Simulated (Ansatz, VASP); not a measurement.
# PbO in VASP and in Ansatz

```xyz
4
Lattice="4.3330 0.0000 0.0000 0.0000 4.3330 0.0000 0.0000 0.0000 30.7493" Properties=species:S:1:pos:R:3 pbc="T T T"
Pb    2.1665    0.0000   14.2932
Pb    0.0000    2.1665   16.4562
O     0.0000    0.0000   15.3747
O     2.1665    2.1665   15.3747
```

Alike in both runs: task single point; functional PBE; dispersion D3(BJ); k mesh 6 × 6 × 1; occupations gaussian, width 0.02 eV; no spin polarisation.

|  | VASP | Ansatz |
| --- | --- | --- |
| version | VASP 6.6.1 | Ansatz 0.2.0 |
| potentials or method | VASP PAW PBE potentials, release 64 (Pb_d, O) | scalar-relativistic, plane waves, PAW |
| plane-wave cutoff (eV) | 520 | 420 |
| valence electrons in the cell | 40 | 40 |

```csv
,VASP,Ansatz,Ansatz less VASP
gap on the k mesh at the Fermi level (eV),1.94,1.96,+0.014
least direct gap on the mesh (eV),2.00,2.01,+0.012
rms of the force components (eV/Å),0.053,0.063,+0.0097
```

Caveats: spin-orbit coupling is left out, which as a rule narrows the gap of such compounds by several tenths of an eV.
